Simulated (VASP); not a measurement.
## KF (Carobbiite): X-ray absorption with a core hole

What does the core hole do to the absorption edge in KF (Carobbiite)? The cell has space group Fm-3m. The start is a cell from a database of measured crystal structures.

Main program and level: VASP 6.6.1; PBE; plane waves and PAW (F, K_sv, F), in the first sound run; inputs show where later runs differ.

This is a report of a sequence of runs, with most program output left out.

## 1. Set-up

The structure is cubic, space group Fm-3m (No. 225). Conventional cell: a = 5.344 Å, b = 5.344 Å, c = 5.344 Å, α = 90.00°, β = 90.00°, γ = 90.00°. Nearest to F lie 6 K at 2.67 Å. K has 6 F at 2.67 Å nearest. Farther neighbours and most contacts between anions are not listed.

## 2. Supercell without a hole

The cell without a hole gives, with ICORELEVEL = 1, the Kohn-Sham core levels of the initial state. It is a supercell, which puts a hole 6.5 Å from its nearest image.

INCAR

```
SYSTEM = KF
PREC = Accurate
ENCUT = 400
EDIFF = 1E-05
NELM = 100
ISMEAR = 0
SIGMA = 0.05
LREAL = .FALSE.
ALGO = Normal
GGA = PE
NBANDS = 60
LWAVE = .FALSE.
LCHARG = .FALSE.
KPAR = 4
NCORE = 2
ICORELEVEL = 1
```

POSCAR

```
KF
1.0
    2.6718500000      5.3437000000      2.6718500000
    2.6718500000     -5.3437000000      2.6718500000
    2.6718500000     -2.6718500000     -5.3437000000
F K F
1 6 5
Direct
    0.0833333333      0.2500000000      0.6666666667
    0.3333333333      0.0000000000      0.6666666667
    0.1666666667      0.5000000000      0.3333333333
    0.8333333333      0.5000000000      0.6666666667
    0.0000000000      0.0000000000      0.0000000000
    0.6666666667      0.0000000000      0.3333333333
    0.5000000000      0.5000000000      0.0000000000
    0.9166666667      0.7500000000      0.3333333333
    0.5833333333      0.7500000000      0.6666666667
    0.7500000000      0.2500000000      0.0000000000
    0.4166666667      0.2500000000      0.3333333333
    0.2500000000      0.7500000000      0.0000000000
```

KPOINTS

```
Automatic mesh
0
Gamma
4 3 4
0 0 0
```

PAW data sets: F, K_sv and F (PBE family, release 64).

The run is started by

```bash
$ mpirun -np 8 vasp_std
```

The job ended after 46 s (8 MPI ranks of Intel Xeon Platinum 8488C (Sapphire Rapids), shared host; peak memory 2.1 GiB; 6 min of CPU time).

These are scalar-relativistic Kohn-Sham levels of the ground state, with no core hole, so they are not binding energies.

This step gave:

```
free energy (TOTEN) : -49.85 eV
Fermi energy        : -2.542 eV
pressure            : -3.298 GPa
```

The two shallowest core shells; atoms whose shallowest level rounds to another's at 0.01 eV are left out. Core levels, by row:

| atom | shell | level below the valence-band top (eV) |
| --- | --- | --- |
| F1 | 1s | 650.7 |
| K2 | 2s | 343.9 |
| K2 | 2p | 270.7 |

## 3. K edge, Wyckoff site F b, full hole

This step: supercell core-hole method, PBE, full hole; plane waves and PAW (F, K_sv, F) (VASP 6.6.1).

One core electron is taken from the first atom, which POSCAR lists as a species of its own, and NELECT stays that of the neutral valence shell, so the cell is charged against a background. NBANDS covers the range above the edge. The first density still holds the charge taken from the core, which is what the BRMIX lines of the log report.

INCAR

```
SYSTEM = KF
PREC = Accurate
ENCUT = 400
EDIFF = 1E-06
NELM = 100
ISMEAR = 0
SIGMA = 0.05
LREAL = .FALSE.
ALGO = Normal
GGA = PE
NBANDS = 184
LWAVE = .FALSE.
LCHARG = .FALSE.
KPAR = 4
ICORELEVEL = 2
CLNT = 1
CLN = 1
CLL = 0
CLZ = 1
CH_LSPEC = .TRUE.
CH_NEDOS = 1500
CH_SIGMA = 0.5
NELECT = 96
```

POSCAR is that of step 2.

KPOINTS is that of step 2.

The run is started by

```bash
$ mpirun -np 8 vasp_std
```

It took 2.6 min on 8 MPI ranks; peak memory 2.8 GiB.

Numbers from this step:

```
free energy (TOTEN) : -238.1254 eV
Fermi energy        : -1.960 eV
```

Smoothed further by a Gaussian, to a width of roughly 1 to 1.2 eV in all; heights scale with one over the cell volume; the energy axis is the program's own, and the fall at its high end is where NBANDS ends. The imaginary dielectric function times 10^5 by photon energy; read off at these points:

| photon energy (eV) | xx | yy |
| --- | --- | --- |
| 665.0 | 1.3e-5 | 0 |
| 666.0 | 0.00701 | 0.00593 |
| 667.0 | 0.153 | 0.180 |
| 668.0 | 1.34 | 1.31 |
| 669.0 | 10.3 | 10.3 |
| 669.3 | 12.0 | 12.1 |
| 670.0 | 7.28 | 7.39 |
| 671.0 | 2.76 | 2.66 |
| 672.0 | 6.06 | 6.30 |
| 672.4 | 6.88 | 7.20 |
| 673.0 | 6.37 | 6.28 |
| 674.0 | 5.03 | 4.93 |
| 675.0 | 2.66 | 2.58 |
| 676.0 | 2.34 | 2.20 |
| 677.0 | 2.17 | 2.44 |
| 678.0 | 3.56 | 3.45 |
| 679.0 | 3.20 | 3.41 |
| 680.0 | 1.55 | 1.41 |
| 681.0 | 1.33 | 1.21 |
| 682.0 | 3.08 | 3.11 |
| 683.0 | 5.06 | 4.82 |
| 684.0 | 6.47 | 7.45 |
| 685.0 | 10.6 | 9.83 |
| 685.3 | 11.1 | 10.8 |
| 685.4 | 11.0 | 10.9 |
| 686.0 | 7.89 | 7.97 |
| 687.0 | 3.20 | 3.13 |
| 688.0 | 3.13 | 3.11 |
| 689.0 | 2.17 | 2.01 |
| 690.0 | 1.80 | 1.95 |
| 691.0 | 2.10 | 2.46 |
| 692.0 | 4.04 | 3.92 |
| 693.0 | 4.98 | 4.63 |
| 694.0 | 3.90 | 4.14 |
| 695.0 | 3.98 | 4.25 |
| 696.0 | 4.34 | 3.86 |
| 697.0 | 3.74 | 4.02 |
| 698.0 | 3.40 | 3.49 |
| 699.0 | 3.01 | 2.58 |
| 700.0 | 1.67 | 1.85 |
| 701.0 | 0.280 | 0.354 |
| 702.0 | 0.00760 | 0.00756 |
| 703.0 | 0 | 0 |

The smoothed xx curve reaches a tenth of its top at about 668 eV.

## 4. K edge, Wyckoff site F b, no hole

This step: supercell core-hole method, PBE, no hole; plane waves and PAW (F, K_sv, F) (VASP 6.6.1).

With CLZ = 0 the final states feel no hole, which shows what the hole does. NBANDS covers the range above the edge.

Edit INCAR of step 3 so:

```diff
@@ -18,3 +18,3 @@
 CLL = 0
-CLZ = 1
+CLZ = 0
 CH_LSPEC = .TRUE.
@@ -22,2 +22 @@
 CH_SIGMA = 0.5
-NELECT = 96
```

POSCAR is that of step 3.

KPOINTS is that of step 3.

The run is started by

```bash
$ mpirun -np 8 vasp_std
```

Run time: 2.5 min. Hardware: 8 MPI ranks; peak memory 2.8 GiB; 19 min of CPU time.

Numbers from this step:

| Item | Value |
| --- | --- |
| free energy (TOTEN) | -49.85 eV |
| Fermi energy | -2.509 eV |
| pressure | -3.283 GPa |

Smoothed further by a Gaussian, to a width of roughly 1 to 1.2 eV in all; heights scale with one over the cell volume; the energy axis is the program's own, and the fall at its high end is where NBANDS ends. The imaginary dielectric function times 10^5 by photon energy; read off at these points:

| photon energy (eV) | xx | yy |
| --- | --- | --- |
| 665.0 | 0 | 0 |
| 666.0 | 0.00595 | 0.00428 |
| 667.0 | 0.198 | 0.209 |
| 668.0 | 1.20 | 1.16 |
| 669.0 | 5.58 | 5.65 |
| 670.0 | 11.6 | 11.5 |
| 671.0 | 5.41 | 5.47 |
| 672.0 | 7.54 | 7.49 |
| 673.0 | 9.54 | 9.57 |
| 674.0 | 10.9 | 10.9 |
| 675.0 | 6.19 | 6.23 |
| 676.0 | 4.81 | 4.64 |
| 677.0 | 3.09 | 3.47 |
| 678.0 | 5.24 | 4.90 |
| 678.4 | 5.55 | 5.37 |
| 679.0 | 5.19 | 5.40 |
| 680.0 | 2.42 | 2.31 |
| 681.0 | 1.44 | 1.53 |
| 682.0 | 3.01 | 2.96 |
| 683.0 | 3.86 | 3.70 |
| 684.0 | 4.46 | 4.77 |
| 685.0 | 7.96 | 7.61 |
| 685.9 | 12.8 | 12.8 |
| 686.0 | 12.6 | 12.7 |
| 687.0 | 7.69 | 7.87 |
| 688.0 | 7.11 | 6.90 |
| 689.0 | 4.15 | 4.09 |
| 690.0 | 2.69 | 2.66 |
| 691.0 | 2.09 | 2.50 |
| 692.0 | 4.02 | 3.88 |
| 693.0 | 4.97 | 4.72 |
| 694.0 | 4.88 | 4.83 |
| 695.0 | 5.06 | 5.39 |
| 696.0 | 5.20 | 4.98 |
| 697.0 | 5.45 | 5.48 |
| 698.0 | 4.81 | 5.20 |
| 699.0 | 4.06 | 3.67 |
| 700.0 | 2.00 | 1.96 |
| 701.0 | 0.234 | 0.371 |
| 702.0 | 0.00446 | 0.0110 |
| 703.0 | 0 | 0 |

The smoothed xx curve reaches a tenth of its top at about 668 eV.

## 5. Summary

This step: supercell core-hole method, PBE; plane waves and PAW (VASP 6.6.1).

This step runs nothing: it gathers the runs above.

Core-hole runs:

| site | hole | cost (core minutes) |
| --- | --- | --- |
| F b | full hole | 20.81 |
| F b | no hole | 19.6 |

## 6. Outcome

```yaml
k_edge_of_f_b_full_hole: xx reaches a tenth of its top at 667.96 eV on the program's axis; share within the next 5 eV of the next 20 eV: 32 %
k_edge_of_f_b_no_hole: xx reaches a tenth of its top at 668.05 eV on the program's axis; share within the next 5 eV of the next 20 eV: 29 %
```

In words: The F K edge, for light polarised along x, reaches a tenth of its top at 667.96 eV on the program's axis. That mark passes over any weaker pre-edge, and only dipole transitions enter. In the charged run (full hole) weight just under or at the onset may be a state bound to the hole or the highest filled band counted as a final state; this wasn't checked, so onset and share of that run are in doubt. Share of the first 20 eV of absorption, for light polarised along x, that lies within 5 eV of each run's own onset: 29 % with no hole and 32 % with full hole. One site of the element was run (Wyckoff letter b). With 12 atoms and a 4×3×4 mesh the peak shapes still carry the imprint of the mesh, and the holes are close enough to feel one another. The fall at the high end is where NBANDS ends. The other core electrons stay frozen, so neither the program's energy axis nor the change of TOTEN is an excitation energy; spectra are aligned at the onset when set beside measurement. The given cell is kept, although it stands at -3.3 GPa at PBE and ENCUT = 400 eV, which holds the mismatch of the given cell with this functional, any error of the entry itself and any basis-set error. Not tabulated here, as repeats of values shown or as unfit to read for their mesh, reference level or band range: gaps (K edge, supercell without a hole); pressures of a box with vacuum or a charge (K edge); core levels (K edge).

[Lines on the potential files, build, host, timing and source positions are cut from VASP's logs without a mark.]

[Logs are printed without paths, hosts, clocks, repeated set-up lines and the standing remarks that a program may print on its own settings, such as how far it seeks lower states.]

[Hosts, paths, dates, database ids (printed as entryN), source tags and the programs' standing remarks are cut or masked in the printed files.]
